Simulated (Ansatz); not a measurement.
CaO (distorted cell): Hartree-Fock single point

The calculation used Hartree-Fock, hard PAW set made for 700 eV (Ansatz 0.2.0-dev).

```json
{
 "crystal": {"lattice": [[0.0, 2.320825, 2.320825], [2.320825, 0.0, 2.320825], [2.320825, 2.320825, 0.0]], "atoms": [{"symbol": "Ca", "position": [0, 0, 0]}, {"symbol": "O", "position": [0.525, 0.5, 0.485]}]},
 "basis": {"precision": "f64", "xc_grid": 2, "ecutwfc": 700, "ecutrho_ratio": 4},
 "kpoints": {"mp_grid": {"grid": [3, 3, 3], "shift": [0, 0, 0]}},
 "hamiltonian": {"xc": "hf", "dispersion": "none", "pseudopotentials": {"kind": "paw", "azcp": {"Ca": "pseudopotentials/Ca.paw.azcp", "O": "pseudopotentials/O.paw.azcp"}}},
 "magnetization": {"spin_polarized": false},
 "scf": {"lower_state_search": "off", "max_iter": 200, "occupations": {"method": "fixed"}, "convergence": {"dr2_threshold": "1e-10 eV"}, "exx": {"energy_threshold": "3e-8 eV", "ecutfock_ratio": 4}},
 "output": {"forces": true, "stress": true, "eigenvalues": true}
}
```

The pressure is 21.8 GPa, the gap on the mesh is 14.85 eV and the direct gap at Gamma is 15.94 eV. The electron count is 16. The wave cutoff is 700 eV.

Forces on the atoms, in the input's order:

```json
{"atom": "Ca1", "Fx (eV/Å)": "-0.228", "Fy (eV/Å)": "0.151", "Fz (eV/Å)": "0.386"}
{"atom": "O2", "Fx (eV/Å)": "0.228", "Fy (eV/Å)": "-0.151", "Fz (eV/Å)": "-0.385"}
```

The cell is a model at fixed atoms and needn't be the relaxed known crystal. The PAW or pseudopotential files were made with PBE. Exact exchange takes a Wigner-Seitz cut. The mesh is coarse, so pressures, gaps and forces aren't converged; on such meshes the pressure can be off by several GPa.
